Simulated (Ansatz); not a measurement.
Rh: generalised stacking fault

The calculation used Ansatz, DFT PBE, scalar-relativistic, plane waves, PAW. Cutoff 420 eV, Γ-centred 20×20×4 k-points, Gaussian smearing of 0.15 eV. No spin polarisation. Energies are free energies at this smearing, counted from the undisturbed cell; pressure is positive in compression.

Zero of the scan (as given, not relaxed at this level; it stands at 5.8 GPa):

```
Rh
1.0
     1.90155   -1.90155    0.00000
     1.90155    0.00000   -1.90155
     7.60620    7.60620    7.60620
Rh
6
Cartesian
  3.1691 -0.6340 -0.6340
  6.9722 6.9722 6.9722
  3.1691 1.2676 1.2676
  6.9722 3.1691 3.1691
  3.1691 3.1691 3.1691
  6.9722 5.0707 5.0707
```

The cut lies on the cell's a–b face, a (1 1 1) plane (indices in the standard cell, whose axes needn't be the Cartesian ones shown) of area 6.26 Å², between layers 2.20 Å apart. Vector c is tilted by f times 1·a + 0·b (length 2.689 Å) with the atoms' Cartesian places fixed: one unrelaxed fault a cell. The cell is metallic on the mesh throughout.

```csv
f,γ (mJ/m²)
0.0000,0
0.1000,184
0.2000,629
0.3000,1101
0.4000,1409
0.5000,1508
```

By symmetry 0.6000 repeats 0.4000, 0.8000 repeats 0.2000, 0.7000 repeats 0.3000, 0.9000 repeats 0.1000 in energy, with the opposite slope along the path.